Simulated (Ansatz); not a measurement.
# BN: the cost of one run

Computed with Ansatz 0.2.0 (DFT r2SCAN, scalar-relativistic, plane waves, PAW, unless a step's input says otherwise).

1 further run of the same task is left out (set aside as unsound or not needed). Runs told in other sessions of the task aren't counted.

## Step 1: The starting structure

It takes space group F-43m (No. 216, cubic). The conventional cell has a = 3.610 Å, b = 3.610 Å, c = 3.610 Å, α = 90.00°, β = 90.00°, γ = 90.00°. Around B (site symmetry -43m) lie 4 N at 1.56 Å. Around N (site symmetry -43m) lie 4 B at 1.56 Å.

Structure file:

```cif
data_structure
_symmetry_space_group_name_H-M 'F-43m'
_symmetry_Int_Tables_number 216
_cell_length_a 3.6096
_cell_length_b 3.6096
_cell_length_c 3.6096
_cell_angle_alpha 90.000
_cell_angle_beta 90.000
_cell_angle_gamma 90.000
_cell_volume 47.03
loop_
_atom_site_label
_atom_site_type_symbol
_atom_site_symmetry_multiplicity
_atom_site_Wyckoff_symbol
_atom_site_fract_x
_atom_site_fract_y
_atom_site_fract_z
_atom_site_occupancy
B1 B 4 a 0.00000 0.00000 0.00000 1
N1 N 4 c 0.25000 0.25000 0.25000 1
```

It goes back to an entry of the Materials Project.

This cell was relaxed beforehand with the same method: volume 5.88 Å³/atom, gap on the mesh 5.00 eV.

## Step 2: Setting up a strain scan

The cell is strained by ε times the Voigt pattern (0, 0, 1, 0, 0, 0) (xx, yy, zz, yz, xz, xy; engineering shear), with fractional coordinates fixed (clamped ions). The stress on the pattern is the sum of the stress components weighted by it, tension positive.

## Step 3: ε = -0.0600

The input, input.yaml:

```yaml
crystal:
  lattice:
    - [0.0, 1.8048137558, 1.6965249305]
    - [1.8048137558, 0.0, 1.6965249305]
    - [1.8048137558, 1.8048137558, 0.0]
  atoms:
    - { symbol: B, position: [0.0, 0.0, 0.0] }
    - { symbol: "N", position: [0.75, 0.75, 0.75] }
basis:
  ecutwfc: 500
kpoints:
  mp_grid: { grid: [12, 12, 12] }
hamiltonian:
  xc: r2scan
scf:
  occupations: { method: gaussian, width: 0.05 }
output:
  forces: true
  stress: true
  eigenvalues: true
```

On the command line:

```console
$ ansatz run input.yaml --threads 1 --pin off --max-ram 2560MiB --backend cpu --events-out ev --progress --plain --runs-dir out
```

What time and memory should one allow on 1 thread of Intel Xeon 6975P-C (Granite Rapids), shared host?

About 1.8 s, with a peak of 0.38 GiB.
